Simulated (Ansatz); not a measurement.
Pressure against volume: F

```
CELL_PARAMETERS angstrom
0.00000 1.71729 1.71729
1.71729 0.00000 1.71729
1.71729 1.71729 0.00000
ATOMIC_POSITIONS crystal
F 0.00000 0.00000 0.00000
```

The cell was built from the fcc type and relaxed in the same program, and has space group Fm-3m; it needn't be a known or the stable phase.

Methods: DFT, PBE, all-electron LAPW, scalar-relativistic (Ansatz 0.2.0); DFT, PBE, PAW with Ansatz's default frozen-core files, scalar-relativistic (Ansatz 0.2.0).

For LAPW: a Γ-centred 16×16×16 k mesh, Fermi–Dirac smearing of 0.05 eV, basis error target 0.5 meV/atom, no spin polarisation. PAW takes a cutoff of 420 eV at this cell. The Ansatz runs share mesh, smearing and spin set-up. Plane-wave (PAW) pressures include the program's estimate of the Pulay term.

The cell above is scaled evenly, with fractional coordinates and shape held.

| V/V(cell) | V (Å³/atom) | P, LAPW (GPa) | P, PAW (GPa) | free energy over the lowest listed, PAW (meV/atom) |
| --- | --- | --- | --- | --- |
| 0.9600 | 9.724 | 2.26 | 2.29 | 2.7 |
| 0.9800 | 9.926 | 1.02 | 1.05 | 0.6 |
| 1.0000 | 10.129 | -0.06 | -0.02 | 0.0 |
| 1.0200 | 10.331 | -1.02 | -0.99 | 0.7 |
| 1.0400 | 10.534 | -1.85 | -1.82 | 2.4 |

Problem. What do Birch–Murnaghan fits to the pressures give?

Solution. LAPW: V0 = 10.12 Å³/atom, B0 = 51 GPa, B0′ = 5.6; PAW: V0 = 10.12 Å³/atom, B0 = 51 GPa, B0′ = 5.4.

PAW's V0 lies 0.07 % from the all-electron value and its B0 -0.4 %. Symmetry fixes shape and coordinates here, so this is the relaxed modulus.
